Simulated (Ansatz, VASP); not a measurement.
# Cross-check of Ga2TeS between VASP and Ansatz, part 2 of 2

Wanted: the spread between two codes on one cell, functional and k mesh. Of the first pair: The structure shown is the start of the Ansatz relaxation below; VASP solves that cell, so the two are compared at the walk's first step.

VASP 6.6.1 and Ansatz 0.2.0.

So far: Starting point; Ansatz: relaxation, PBE; VASP: single point, PBE, start cell, pair 1.

### 3. VASP: single point, PBE, start cell, pair 1 (continued)

Level of this step: PBE; plane waves and PAW (Te, Ga_d, S) (VASP).

Numbers of over 12 decimals in the logs are rounded to 6 here.

From OUTCAR (step 3):

```text
ion  position               nearest neighbor table
   1  0.000  0.000  0.236-   3 2.55   3 2.55   3 2.55
   2  0.667  0.333  0.350-   4 2.47   4 2.47   4 2.47   3 2.56
   3  0.667  0.333  0.273-   1 2.55   1 2.55   1 2.55   2 2.56
   4  0.000  0.000  0.381-   2 2.47   2 2.47   2 2.47

  LATTYP: Found a hexagonal cell.
 ALAT       =     3.8559380000
 C/A-ratio  =     8.7013650116

 Subroutine GETGRP returns: Found  6 space group operations
 (whereof  6 operations were pure point group operations)

The static configuration has the point symmetry C_3v.

 Found     10 irreducible k-points:

   k-points           NKPTS =     10   k-points in BZ     NKDIM =     10   number of bands    NBANDS=     25

   dimension x,y,z NGX =    28 NGY =   28 NGZ =  224
   dimension x,y,z NGXF=    56 NGYF=   56 NGZF=  448

   ENCUT  =  400.0 eV  29.40 Ry    5.42 a.u.   6.29  6.29 54.71*2*pi/ulx,y,z

   NELECT =      38.0000    total number of electrons

 k-points in reciprocal lattice and weights: Automatic mesh
   0.00000000  0.00000000  0.00000000       0.016
   0.12500000 -0.00000000  0.00000000       0.094
   0.25000000 -0.00000000  0.00000000       0.094
   0.37500000  0.00000000  0.00000000       0.094
   0.50000000 -0.00000000  0.00000000       0.047
   0.12500000  0.12500000  0.00000000       0.094
   0.25000000  0.12500000  0.00000000       0.188
   0.37500000  0.12500000  0.00000000       0.188
   0.25000000  0.25000000  0.00000000       0.094
   0.37500000  0.25000000  0.00000000       0.094

 dipolmoment           0.000000      0.000000      0.074334 electrons x Angstroem

 average (electrostatic) potential at core
       1 -97.2919       2 -73.2846       3 -73.3490       4 -94.3641

 E-fermi :  -2.5501

 k-point     1 :       0.0000    0.0000    0.0000
  band No.  band energies     occupation
    ...
     15      -4.5976      2.00000
     16      -4.5976      2.00000
     17      -3.5900      2.00000
     18      -3.4202      2.00000
     19      -3.4202      2.00000
     20      -1.7169      0.00000
     21      -0.3623      0.00000
     22       0.9093      0.00000
     23       0.9093      0.00000
     24       1.2060      0.00000
    ...

 k-point     2 :       0.1250   -0.0000    0.0000
  band No.  band energies     occupation
    ...
     15      -5.2991      2.00000
     16      -4.7673      2.00000
     17      -4.7351      2.00000
     18      -3.7614      2.00000
     19      -3.4872      2.00000
     20      -1.0777      0.00000
     21      -0.0593      0.00000
     22       0.9426      0.00000
     23       1.2626      0.00000
     24       1.4138      0.00000
    ...

 k-point     3 :       0.2500   -0.0000    0.0000
  band No.  band energies     occupation
    ...
     15      -6.4250      2.00000
     16      -5.5928      2.00000
     17      -5.1296      2.00000
     18      -4.3933      2.00000
     19      -3.6272      2.00000
     20      -0.9654      0.00000
     21      -0.6882      0.00000
     22       1.0996      0.00000
     23       1.5947      0.00000
     24       1.7049      0.00000
    ...

  Total        1.4188938      1.4188936     -0.4530310     -0.0000000      0.0000000      0.0000000
  in kB        5.2620186      5.2620177     -1.6800817     -0.0000000      0.0000000      0.0000000
  external PRESSURE =       2.9479849 kB  Pullay stress =       0.0000000 kB

  energy-cutoff  :      400.00
  volume of cell :      432.02
      direct lattice vectors                 reciprocal lattice vectors
     3.855938000  0.000000000  0.000000000     0.259340269  0.149730186  0.000000000
    -1.927969000  3.339340000  0.000000000     0.000000000  0.299460372  0.000000000
     0.000000000  0.000000000 33.551924000     0.000000000  0.000000000  0.029804550

 POSITION                                       TOTAL-FORCE (eV/Angst)
 -----------------------------------------------------------------------------------
      0.00000      0.00000      7.91860         0.000000     -0.000000     -1.181015
      1.92797      1.11311     11.72691        -0.000000      0.000000      0.095199
      1.92797      1.11311      9.16853         0.000000     -0.000000      1.653413
      0.00000      0.00000     12.79456        -0.000000      0.000000     -0.567597
 -----------------------------------------------------------------------------------
    total drift:                                0.000001     -0.000009     -0.000154

  FREE ENERGIE OF THE ION-ELECTRON SYSTEM (eV)
  ---------------------------------------------------
  free  energy   TOTEN  =       -14.6671186036 eV

  energy  without entropy=      -14.6671185963  energy(sigma->0) =      -14.66711860

 vacuum level on the upper side and lower side of the slab         2.752         1.708

 total charge
# of ion       s       p       d       tot
------------------------------------------
    1        1.376   2.075   0.040   3.491
    2        0.880   0.620   9.984  11.484
    3        0.916   0.804   9.985  11.705
    4        1.350   2.311   0.000   3.661
--------------------------------------------------
tot          4.522   5.810  20.010  30.342

[... 3 further parts left out ...]
```

### 4. Differences

Known differences besides the potentials themselves: Ansatz cuts the interaction across the vacuum, VASP repeats the sheet with a dipole correction (LDIPOL); the data sets hold 48 valence electrons in Ansatz (on its default PAW (the set named soft_2) files) and 38 in VASP; the cutoff is 420 eV in Ansatz and 400 eV in VASP. Total energies have different zeros and are not compared.

Forces (eV/Å; atoms numbered as in POSCAR):

| atom | Ansatz x, y, z | VASP x, y, z |
| --- | --- | --- |
| Te1 | 0.000, 0.000, -1.146 | 0.000, 0.000, -1.181 |
| Ga2 | 0.000, 0.000, 0.104 | 0.000, 0.000, 0.095 |
| Ga3 | 0.000, 0.000, 1.624 | 0.000, 0.000, 1.653 |
| S4 | 0.000, 0.000, -0.583 | 0.000, 0.000, -0.568 |

The forces differ by 14 meV/Å r.m.s., which is 2.3 % of the r.m.s. force of 0.610 eV/Å (both taken over all components). Where the cell holds vacuum, a pressure given here is an average over it and none of the material.

### 5. Ansatz: relaxation, PBE

This run makes the geometry at which the two programs are then compared.

The structure compared here is the end of the Ansatz relaxation.

This is the run of step 2 again, met here at its other cell.

### 6. VASP: single point, PBE, relaxed cell, pair 2

The same cell, functional, mesh and smearing now go to VASP, with its own data sets.

File INCAR:

```
SYSTEM = Ga2TeS
PREC = Accurate
ENCUT = 400
EDIFF = 1E-06
NELM = 120
ISMEAR = -1
SIGMA = 0.05
LREAL = .FALSE.
ALGO = Normal
GGA = PE
NBANDS = 25
LORBIT = 11
LWAVE = .FALSE.
LCHARG = .FALSE.
ISIF = 2
LDIPOL = .TRUE.
IDIPOL = 3
DIPOL = 0.5 0.5 0.31
LVHAR = .TRUE.
LASPH = .TRUE.
GGA_COMPAT = .FALSE.
EFERMI = MIDGAP
NELMDL = -8
```

File POSCAR:

```
Ga2TeS
1.0
    3.8977709551     -0.0000000029      0.0000000000
   -1.9488854750      3.3755686667      0.0000000000
    0.0000000000      0.0000000000     33.5519239755
Te Ga S
1 2 1
Direct
    0.0000000000      0.0000000000      0.2354137336
    0.6666666667      0.3333333333      0.3499386718
    0.6666666667      0.3333333333      0.2763398136
    0.0000000000      0.0000000000      0.3784334656
```

File KPOINTS:

```
Automatic mesh
0
Gamma
8 8 1
0 0 0
```

PAW data sets: Te, Ga_d and S (PBE family, release 64).

Started as:

```sh
$ mpirun -np 1 vasp_std
```

The program printed:

```text
[... set-up lines as in an earlier step ...]
 entering main loop
       N       E                     dE             d eps       ncg     rms          rms(c)
DAV:   1     0.211155425839E+03    0.21116E+03   -0.14271E+04   604   0.103E+03
DAV:   2     0.100370403941E+02   -0.20112E+03   -0.19782E+03   617   0.234E+02
DAV:   3    -0.141362695907E+02   -0.24173E+02   -0.23989E+02   685   0.865E+01
DAV:   4    -0.151600972272E+02   -0.10238E+01   -0.10211E+01   736   0.190E+01
[...]
DAV:  24    -0.148082282653E+02   -0.36976E-05   -0.73360E-08   440   0.144E-03    0.405E-04
DAV:  25    -0.148082303546E+02   -0.20893E-05   -0.40895E-08   421   0.136E-03    0.286E-04
DAV:  26    -0.148082304554E+02   -0.10082E-06   -0.57055E-09   407   0.829E-04
   1 F= -.14808230E+02 E0= -.14808228E+02  d E =-.512292E-05
```

OUTCAR, selected parts (step 6):

```text
  Total       -0.0821569     -0.0821569     -0.0604404     -0.0000000     -0.0000000      0.0000000
  in kB       -0.2981770     -0.2981770     -0.2193598     -0.0000000     -0.0000000      0.0000000
  external PRESSURE =      -0.2719046 kB  Pullay stress =       0.0000000 kB

 POSITION                                       TOTAL-FORCE (eV/Angst)
 -----------------------------------------------------------------------------------
      0.00000      0.00000      7.89858        -0.000000      0.000000     -0.027533
      1.94889      1.12519     11.74112         0.000000     -0.000000     -0.015002
      1.94889      1.12519      9.27173        -0.000000      0.000000      0.026139
      0.00000      0.00000     12.69717        -0.000000      0.000000      0.016396
 -----------------------------------------------------------------------------------
    total drift:                                0.000008     -0.000004     -0.004769

  FREE ENERGIE OF THE ION-ELECTRON SYSTEM (eV)
  ---------------------------------------------------
  free  energy   TOTEN  =       -14.8082304554 eV

  energy  without entropy=      -14.8082253325  energy(sigma->0) =      -14.80822789

[... 1 part as in an earlier step ...]

[... 2 further parts left out ...]
[key lines of the parts left out:]
E-fermi :  -2.5589
```

### 7. Comparison

What differs besides the data sets and the points named for the pairs above, as far as they apply: the data sets hold 48 valence electrons in Ansatz (on its default PAW (the set named soft_2) files) and 38 in VASP. Total energies have different zeros and are not compared.

Both answers:

| quantity | Ansatz | VASP | difference |
| --- | --- | --- | --- |
| gap on the k mesh (eV) | 0.915 | 0.908 | +0.007 |

The largest component of a force difference here is 27 meV/Å. A gap on the mesh is an upper bound, since the band edges may lie between its points. Where the cell holds vacuum, a pressure given here is an average over it and none of the material.

### 8. What came out

| Property | Result |
| --- | --- |
| r.m.s. force difference (single point, PBE, start cell, pair 1) | 2.3 % of the r.m.s. force |
| difference in gap on the k mesh (single point, PBE, relaxed cell, pair 2) | 0.0072 eV |
| r.m.s. force difference (single point, PBE, relaxed cell, pair 2) | 12 meV/Å |

In words: The r.m.s. force difference is 12 meV/Å (single point, PBE, relaxed cell, pair 2), at about the 12 meV/Å picked in this series as the mark of a large difference. The data sets hold unlike numbers of valence electrons (48 in Ansatz and 38 in VASP), so part of the differences may come from the potentials. Such differences can come from data sets, numerical settings and the points named under the comparisons, not from the functional's error against experiment.

[Lines on the potential files, build, host, timing and source positions are cut from VASP's logs without a mark.]

[Logs are printed without paths, hosts, clocks, repeated set-up lines and the standing remarks that a program may print on its own settings, such as how far it seeks lower states.]

[Hosts, paths, dates, database ids (printed as entryN), source tags and the programs' standing remarks are cut or masked in the printed files.]
